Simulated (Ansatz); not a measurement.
# NaI: stiffness from a series of strains

```yaml
crystal:
  lattice:
    - [0.00000, 3.23640, 3.23640]
    - [3.23640, 0.00000, 3.23640]
    - [3.23640, 3.23640, 0.00000]
  atoms:
    - { symbol: Na, position: [0.00000, 0.00000, 0.00000] }
    - { symbol: I, position: [0.50000, 0.50000, 0.50000] }
```

Atoms are numbered in the order listed.

Conventional cell: a = 6.473 Å, b = 6.473 Å, c = 6.473 Å, α = 90.00°, β = 90.00°, γ = 90.00°. Around Na (atom 1) lie 6 I at 3.24 Å. I (atom 2) has 6 Na at 3.24 Å as nearest neighbours.

The cell is COD entry 9008681, as deposited and not checked against the literature; nothing was relaxed.

No spin–orbit coupling, which matters for the heavy atoms here.

Theory: Ansatz 0.2.0, DFT, LDA, all-electron LAPW, scalar-relativistic.

Settings: a Γ-centred 8×8×8 k mesh, Fermi–Dirac smearing of 0.02 eV, basis error target 1 meV/atom, no spin polarisation.

The strain is applied along the Cartesian axes of the cell as listed (γ is the engineering shear, twice εxy = εyz = εzx). Fractional coordinates are held (clamped ions).

σ is the change of stress from the unstrained cell, which is at -1.64 GPa; tension is positive, so slopes are stress–strain coefficients at that pressure.

Only quantities that a quadratic follows smoothly over the whole series are listed; rougher ones are left out.

```tsv
γ	σxy (GPa)
-0.0200	-0.13
-0.0100	-0.07
0.0000	0.00
0.0200	0.14
```

Task: Fit the series and read off the stiffness at zero strain.

Result: Least-squares fits y = p0 + p1 x + p2 x² to the rows give σxy (GPa): p1 = 6.78, p2 = 16. So C44 (clamped ions) = 7 GPa.

Task: One run, at γ = 0.0100, is withheld. Predict its row.

Result: The fits give 0.07; the run gave 0.07.
